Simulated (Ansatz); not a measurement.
# What (GaP)1(CuCl)2 [001] superlattice, started as zinc blende distorts into, part 3 of 3

Which phase does (GaP)1(CuCl)2 [001] superlattice, started as zinc blende fall into along its unstable mode, and how much energy does it gain?

Ansatz 0.2.0; DFT PBEsol, scalar-relativistic, plane waves, PAW.

So far, gap on the k-mesh (eV): step 2 (zone-centre response) 0.161; step 4 (the mode frozen in, largest atomic shift 0.08 Å) 0.180; step 6 (relaxing from the distorted cell) 0.497.

The structure was built from a prototype and need not be the compound's stable phase.

## Step 8: Modes of the new phase, occupations fixed

A relaxed structure may still be a saddle point, so its zone-centre modes are computed. The response to a homogeneous field gives the Born charges and the dielectric tensor, and its change with displacement the Raman tensors.

Input file input.yaml:

```yaml
crystal:
  lattice:
    - [7.9390798967, -1.9132519739, 0.0]
    - [7.9390798967, 1.9132519739, 0.0]
    - [-0.9502581998, 0.0, 3.9254706845]
  atoms:
    - { symbol: Cl, position: [0.7454162155, 0.7454162155, 0.2602046072] }
    - { symbol: Cl, position: [0.0903534592, 0.0903534592, 0.5987208619] }
    - { symbol: Cu, position: [0.3497243855, 0.3497243855, 0.3773164495] }
    - { symbol: Cu, position: [0.6788926924, 0.6788926924, 0.6991763234] }
    - { symbol: Ga, position: [0.9789273236, 0.9789273236, 0.8945980177] }
    - { symbol: P, position: [0.406685924, 0.406685924, 0.930639581] }
kpoints:
  mp_grid: { grid: [8, 8, 8] }
hamiltonian:
  xc: pbesol
scf:
  occupations: { method: fixed }
output:
  eigenvalues: true
phonons:
  method: dfpt
  dielectric: true
  rigid_motions: translations
  raman: true
```

Started as:

```sh
$ ansatz run input.yaml --threads 8 --pin off --max-ram 14336MiB --backend cpu --events-out ev --progress --plain --runs-dir out
```

Numbers of over 12 decimals in the logs are rounded to 6 here.

Output:

```text
Engine: ansatz 0.2.0, aarch64-unknown-linux-gnu
Pseudopotentials: kind: paw
Pseudopotential: Cl, paw, valence charge 7, recommended cutoff 420 eV (normal), Cl.paw.azcp
Pseudopotential: Cu, paw, valence charge 19, recommended cutoff 420 eV (normal), Cu.paw.azcp
Pseudopotential: Ga, paw, valence charge 13, recommended cutoff 420 eV (normal), Ga.paw.azcp
Pseudopotential: P, paw, valence charge 5, recommended cutoff 420 eV (normal), P.paw.azcp
Functional definition: PBEsol
  exchange = pbesol_x
  correlation = pbesol_c
Crystal: 6 atoms, lattice volume = 119.252 Å³
Basis set: ecut = 420 eV, 2343 PW (Γ), exchange–correlation on 120×120×54 points (8 copies of the dense FFT grid, shifted against one another)
Bands: 42, of which v1, the nominal top of the filled ones, is band 35 counted from 1 (34 counted from 0)
Symmetry: 2 space group operations
k-points: 260 of 512 (irreducible under 1 space group operation, time reversal used)
Non-local potential: Cl, projectors of the file, l = 0: 2, l = 1: 2, l = 2: 2
Non-local potential: Cu, projectors of the file, l = 0: 3, l = 1: 2, l = 2: 3, l = 3: 1
Non-local potential: Ga, projectors of the file, l = 0: 2, l = 1: 2, l = 2: 3, l = 3: 1
Non-local potential: P, projectors of the file, l = 0: 2, l = 1: 2, l = 2: 2
PAW form: soft (Blöchl's): semilocal exchange-correlation on the pseudo side does not see the compensation charge
PAW frozen core: Cl, regenerated for the run's functional, and the local potential with it (the file was generated under x = pbe(κ = 0.804, μ = 0.219515), c = pbe(β = 0.066725))
PAW frozen core: Cu, regenerated for the run's functional, and the local potential with it (the file was generated under x = pbe(κ = 0.804, μ = 0.219515), c = pbe(β = 0.066725))
PAW frozen core: Ga, regenerated for the run's functional, and the local potential with it (the file was generated under x = pbe(κ = 0.804, μ = 0.219515), c = pbe(β = 0.066725))
PAW frozen core: P, regenerated for the run's functional, and the local potential with it (the file was generated under x = pbe(κ = 0.804, μ = 0.219515), c = pbe(β = 0.066725))
PAW one-centre angular grid: Cl, 110 points (default); XC on 64 Gauss nodes
PAW one-centre angular grid: Cu, 590 points (default); XC on 64 Gauss nodes
PAW one-centre angular grid: Ga, 590 points (default); XC on 64 Gauss nodes
PAW one-centre angular grid: P, 110 points (default); XC on 64 Gauss nodes
Initial density: superposition of atomic densities (neutral atoms: chi_scale 0, normalization atom), corrected by the library's trained network
Initial wavefunctions: pseudopotential atomic-orbital guess
Functional: x = pbesol(κ = 0.804, μ = 0.123457), c = pbesol(β = 0.046)
SCF iter   1: F=—  HF=-19784.235660 eV  |F-HF|=—  |Δ(HF+E_count)|=         —  Δρ=1.12e-2  dr2=1.06e-1  ethr=1.77e-3  ⟨swp⟩=5.6  Hψ=37792  notcnv=0  defer=1277
preconditioner: auto → Resta (q_TF=auto, 2.496 Å⁻¹)  ε∞=6.4  [insulator: Δε(μ)=0.444 eV  Ē_g=10.716 eV  n_scr=34 (ndim 8)  ℏωp=25.0 eV  f_vac=0.078  ε∞_Penn≈6.4]
SCF iter   2: F=—  HF=-19784.231184 eV  |F-HF|=—  |Δ(HF+E_count)|=   4.48e-3  Δρ=9.86e-3  dr2=8.20e-2  ethr=1.51e-4  ⟨swp⟩=2.2  Hψ=22715  notcnv=0  defer=1298
SCF iter   3: F=—  HF=-19784.212946 eV  |F-HF|=—  |Δ(HF+E_count)|=   1.82e-2  Δρ=3.06e-3  dr2=1.06e-2  ethr=1.17e-4  ⟨swp⟩=2.0  Hψ=14565  notcnv=0  defer=1292
SCF iter   4: F=—  HF=-19784.210798 eV  |F-HF|=—  |Δ(HF+E_count)|=   2.15e-3  Δρ=1.53e-3  dr2=2.23e-3  ethr=1.51e-5  ⟨swp⟩=3.3  Hψ=21521  notcnv=0  defer=1295
SCF iter   5: F=—  HF=-19784.210433 eV  |F-HF|=—  |Δ(HF+E_count)|=   3.65e-4  Δρ=5.54e-4  dr2=3.98e-4  ethr=3.19e-6  ⟨swp⟩=2.0  Hψ=14229  notcnv=0  defer=1290
SCF iter   6: F=—  HF=-19784.210477 eV  |F-HF|=—  |Δ(HF+E_count)|=   4.39e-5  Δρ=2.12e-4  dr2=6.43e-5  ethr=5.68e-7  ⟨swp⟩=2.0  Hψ=15941  notcnv=0  defer=1265
SCF iter   7: F=—  HF=-19784.210491 eV  |F-HF|=—  |Δ(HF+E_count)|=   1.42e-5  Δρ=8.35e-5  dr2=1.15e-5  ethr=9.19e-8  ⟨swp⟩=2.0  Hψ=16816  notcnv=0  defer=1196
SCF iter   8: F=—  HF=-19784.210497 eV  |F-HF|=—  |Δ(HF+E_count)|=   6.42e-6  Δρ=7.67e-5  dr2=4.26e-6  ethr=1.65e-8  ⟨swp⟩=2.0  Hψ=17877  notcnv=0  defer=1192
SCF iter   9: F=—  HF=-19784.210518 eV  |F-HF|=—  |Δ(HF+E_count)|=   2.07e-5  Δρ=1.14e-5  dr2=2.48e-7  ethr=6.08e-9  ⟨swp⟩=3.0  Hψ=22164  notcnv=0  defer=1191
SCF iter  10: F=—  HF=-19784.210518 eV  |F-HF|=—  |Δ(HF+E_count)|=   1.77e-7  Δρ=4.06e-6  dr2=2.17e-8  ethr=3.54e-10  ⟨swp⟩=2.1  Hψ=16137  notcnv=0  defer=1192
[...]
SCF 1 converged in 15 iterations: F = -19784.210518 eV  dr2 = 2.27e-11
[...]
NSCF: frozen V_eff on 3 k-points
DFPT response loops at Γ: preconditioner auto → Resta (q_TF=auto, 2.496 Å⁻¹)  ε∞=11.0 (no band partly filled); β = 1.00, the filter's whole step (`scf.mixing.beta` (0.50) is not read by the response loops at its default; to damp them type it under 1.00, their step now; it binds the ground state too); Broyden in place of MSR1
── the response to a field inside a basis, on 12×12×12 k-points: an SCF that follows is theirs, and a resumed run solves both again ──
Bands: 36, of which v1, the nominal top of the filled ones, is band 35 counted from 1 (34 counted from 0)
k-points: 468
[...]
Eigensolver: Dense (468 Hₖ)
[...]
SCF 1 converged in 10 iterations: F = -19784.176075 eV  dr2 = 4.31e-11
DFPT response loops at Γ: preconditioner auto → Resta (q_TF=auto, 2.496 Å⁻¹)  ε∞=10.6 (no band partly filled); β = 1.00, the filter's whole step (`scf.mixing.beta` (0.50) is not read by the response loops at its default; to damp them type it under 1.00, their step now; it binds the ground state too); Broyden in place of MSR1
DFPT response loops at Γ: mixed as the last ones told, above
```

Run time: 39 min. Hardware: 8 threads of Arm Neoverse N1, shared host; peak memory 6.6 GiB.

The run was cut off at the time limit after its SCF cycle had converged; no result of it is taken.

The program's message: “Warning: RAYON”

## Step 9: The phases reached

The phases reached along the modes that were followed are set side by side.

Energies are those of the first relaxation, on the mesh of the frozen mode; space group, volume and gap are those of the last relaxation. Phases, by row:

| mode frozen in | space group | energy from parent (meV/atom) | volume (Å³/atom) | gap on mesh (eV) | lowest zone-centre optical mode (cm⁻¹) | largest shift (Å) |
| --- | --- | --- | --- | --- | --- | --- |
| parent | Imm2 | 0 | 19.75 | 0.161 | – | – |
| q = (0, 0, 0), 21i cm⁻¹ | Cm | -0.67 | 19.88 | 0.497 | – | 0.358 |

## Step 10: What came out

```
unstable mode of the parent                                                      : q = (0, 0, 0), 20i cm⁻¹
depth at the lowest point sampled                                                : 0.033 meV/atom
largest atomic shift at that point                                               : 0.08 Å
space group reached (within 0.01 Å)                                              : Cm
energy gained over the parent (first relaxation, on the mesh of the frozen mode) : 0.674 meV/atom
volume per atom, phase reached                                                   : 19.9 Å³
gap on the k-mesh, phase reached                                                 : 0.497 eV
```

**Reading.** Along this mode the structure falls into Cm, 0.674 meV/atom below the parent. At the parent's cell the well is 0.033 meV/atom deep on the steps tried, with its lowest point at a shift of 0.08 Å. Relaxing atoms and cell changes the gain by +0.64 meV/atom against the lowest step (energies at zero smearing). Most of the total comes from this relaxation. The modes of the phase reached were not computed on this path. How so shallow a well moves with the k mesh was not tested. Each path keeps the symmetry of its pattern, so a lower phase may lie along a pattern not tried. The starting cell was built on a prototype and not taken from a measurement, so the phase need not exist.

[Logs are printed without paths, hosts, clocks, repeated set-up lines and the standing remarks that a program may print on its own settings, such as how far it seeks lower states.]

[Hosts, paths, dates, database ids (printed as entryN), source tags and the programs' standing remarks are cut or masked in the printed files.]
